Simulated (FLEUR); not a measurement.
**InP: band structure with AM05**

**The experiment to reproduce.**

A printed reference work, data compilation reports, for a bulk crystal of InP at 1.6 K: band gap 1.4236 eV (direct).

The system is InP.

```
CELL_PARAMETERS angstrom
0.00000 2.93050 2.93050
2.93050 0.00000 2.93050
2.93050 2.93050 0.00000
ATOMIC_POSITIONS crystal
In 0.00000 0.00000 0.00000
P 0.75000 0.75000 0.75000
```

```yaml
Program: FLEUR MaX-R8.1 (later development tree)
Task: band structure
Functional: AM05
Potentials_or_basis: all-electron
Basis: FLAPW
Kmax: 4.85 1/bohr
k_mesh: 8 × 8 × 8
Occupations: fermi-dirac, width 0.05 eV
Spin: no spin polarisation
Gmax: 15 1/bohr
Muffin-tin_radii: In 2.42, P 2.02 bohr
lmax: In 10, P 8
Local_orbitals_a_species: In 5, P 4
Max_iterations: 60
Mixing_factor: 0.05
Mixer: Anderson
Mixer_history: 15
Density_convergence: 1e-05 me/bohr^3
```

```yaml
Band_gap_on_the_k_mesh: 0.70 eV, direct
Band_gap_along_the_path: 0.70 eV, direct
Valence_electrons_inside_the_program's_atomic_spheres: In 19.03; P 8.81 (radii In 2.42, P 2.02 bohr)
```

Levels at the corners of the path, in eV from the valence-band top:
```
point  band 13  band 14  band 15  band 16  band 17  band 18  band 19  band 20
    Γ   -11.51     0.00     0.00     0.00     0.70     4.06     4.06     4.06
    X    -9.10    -5.79    -2.33    -2.33     1.73     2.23     9.18     9.57
    W    -9.02    -5.64    -2.96    -2.93     4.26     4.36     5.56     6.15
    K    -9.11    -5.65    -3.32    -1.95     2.33     4.36     7.49     7.49
    Γ   -11.51     0.00     0.00     0.00     0.70     4.06     4.06     4.06
    L    -9.77    -5.76    -0.98    -0.98     1.47     4.79     4.79     7.04
    U    -9.11    -5.65    -3.32    -1.95     2.33     4.36     7.49     7.49
    W    -9.02    -5.64    -2.96    -2.93     4.26     4.36     5.56     6.15
    L    -9.77    -5.76    -0.98    -0.98     1.47     4.79     4.79     7.04
    K    -9.11    -5.65    -3.32    -1.95     2.33     4.36     7.49     7.49
    U    -9.11    -5.65    -3.32    -1.95     2.33     4.36     7.49     7.49
    X    -9.10    -5.79    -2.33    -2.33     1.73     2.23     9.18     9.57
```

Core levels (eV from the Fermi level):
```
atom                                                                                                                             levels
1 In  1s1/2 -27702.0, 2s1/2 -4144.0, 2p1/2 -3865.4, 2p3/2 -3654.9, 3s1/2 -782.5, 3p1/2 -670.1, 3p3/2 -632.0, 3d3/2 -432.8, 3d5/2 -425.0
 2 P                                                                                                        1s1/2 -2070.6, 2s1/2 -167.4
```

Wall time 3.3 min on 1 thread of Arm Neoverse V1, on a shared host, peak memory 0.08 GiB.

Measured gap of InP: 1.4236 eV (direct; 1.6 K; a printed reference work, data compilation). This calculation gives 0.70 eV (-0.73 eV). Spin-orbit coupling on In is left out. The value is that of AM05, without temperature or zero-point motion. Semilocal functionals fall short of measured gaps as a rule.

Caveat: spin-orbit coupling is left out, which moves the levels of the heavy elements.
